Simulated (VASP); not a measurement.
Write the native input for VASP 6.6.1 that does the following.

```
Task                   : relaxation of cell and atoms
Functional             : PBEsol
Potentials or basis    : VASP PAW PBE potentials, release 64 (In_d, Ag, Te)
Cutoff                 : 600 eV
k mesh                 : 8 × 8 × 8
Occupations            : gaussian, width 0.03 eV
Spin                   : no spin polarisation
Further INCAR settings : ALGO = Normal; EDIFF = 1e-06; IBRION = 2; EDIFFG = -0.01; NSW = 90; ISIF = 3
```

The structure of InAgTe2 lies in POSCAR:

```
InAgTe2
1.0
   -3.2336000000      3.2336000000      6.3165500000
    3.2336000000     -3.2336000000      6.3165500000
    3.2336000000      3.2336000000     -6.3165500000
In Ag Te
2 2 4
Direct
    0.5000000000      0.5000000000      0.0000000000
    0.2500000000      0.7500000000      0.5000000000
    0.0000000000      0.0000000000      0.0000000000
    0.7500000000      0.2500000000      0.5000000000
    0.3750000000      0.3868000000      0.5118000000
    0.6132000000      0.1250000000      0.9882000000
    0.8750000000      0.8632000000      0.4882000000
    0.1368000000      0.6250000000      0.0118000000
```

The input as run:

INCAR

```
PREC     = Accurate       # precision mode
ENCUT    = 600            # plane-wave cutoff, eV
EDIFF    = 1E-6           # SCF threshold, eV
ISMEAR   = 0              # smearing method
SIGMA    = 0.03           # smearing width, eV
LREAL    = F              # projectors in reciprocal space
LASPH    = T              # aspherical terms in the spheres
NELM     = 80             # most SCF steps
ALGO     = Normal         # electronic algorithm
ISIF     = 3              # what is computed and relaxed
LWAVE    = F              # write WAVECAR
LCHARG   = F              # write CHGCAR
GGA      = PS             # functional
IBRION   = 2              # ionic algorithm
NSW      = 90             # ionic steps
EDIFFG   = -0.01          # ionic threshold
KPAR     = 2
```

KPOINTS

```
regular mesh
0
Gamma
  8 8 8
```

Potentials or basis: VASP PAW PBE potentials, release 64 (In_d, Ag, Te).

Launch:

```console
$ cat potpaw_PBE.64/In_d/POTCAR potpaw_PBE.64/Ag/POTCAR potpaw_PBE.64/Te/POTCAR > POTCAR
$ mpirun -np 2 vasp_std > vasp.out
```

It gave:

```yaml
Relaxed_volume: 32.99 Å³/atom
Relaxed_cell: a = 7.840 Å, b = 7.840 Å, c = 7.840 Å, α = 131.61°, β = 131.61°, γ = 70.85°
Space_group_after_relaxing_to_0.05_Å: I-42d (No. 122)
Energy_gained_by_relaxing: 30.9 meV/atom
Ionic_steps: 13
Pressure_after_relaxing: 0.0 GPa
Largest_force_after_relaxing: 0.007 eV/Å
Band_gap_on_the_k_mesh: 0.08 eV, direct
```

Caveat: the PAW data sets were made with another functional, which shifts forces and pressure a little; spin-orbit coupling is left out, which moves the levels of the heavy elements.

Wall time 59 min on 2 MPI ranks on AMD EPYC 9R45 96-Core Processor (Zen 5), with other jobs on the host, peak memory 1.1 GiB a rank.
